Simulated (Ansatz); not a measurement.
Ti3Si:

```
Ti Si
1.0
     0.00000    3.14436    3.14436
     3.14436    0.00000    3.14436
     3.14436    3.14436    0.00000
Ti Si
3 1
Direct
  0.00000 0.00000 0.00000
  0.25000 0.25000 0.25000
  0.75000 0.75000 0.75000
  0.50000 0.50000 0.50000
```

The cell comes from a database or a generator and needn't be the stable form of this composition.

Base run:

- Program: Ansatz 0.2.0
- Functional: PBEsol
- Potentials or basis: all-electron LAPW, scalar-relativistic
- Cutoff: 230 eV
- Density cutoff: 919 eV
- Basis error allowed: 0.002 eV/atom
- k mesh: 7 × 7 × 7
- Occupations: fermi-dirac, width 0.05 eV
- Spin: no spin polarisation

Its results: pressure -5.0 GPa.

Problem. After a change of settings the same cell gave: pressure -9.1 GPa. Which change was it?
A. potentials or basis from all-electron LAPW, scalar-relativistic to all-electron PAW datasets made for the crystal
B. functional from PBEsol to LDA
C. potentials or basis from all-electron LAPW, scalar-relativistic to all-electron LAPW, inner shells corrected to Dirac's equation
D. potentials or basis from all-electron LAPW, scalar-relativistic to all-electron LAPW, non-relativistic

Solution. B.

LDA binds more tightly than PBEsol, so the same cell stands under less pressure.

Not every run made on this cell is shown here.
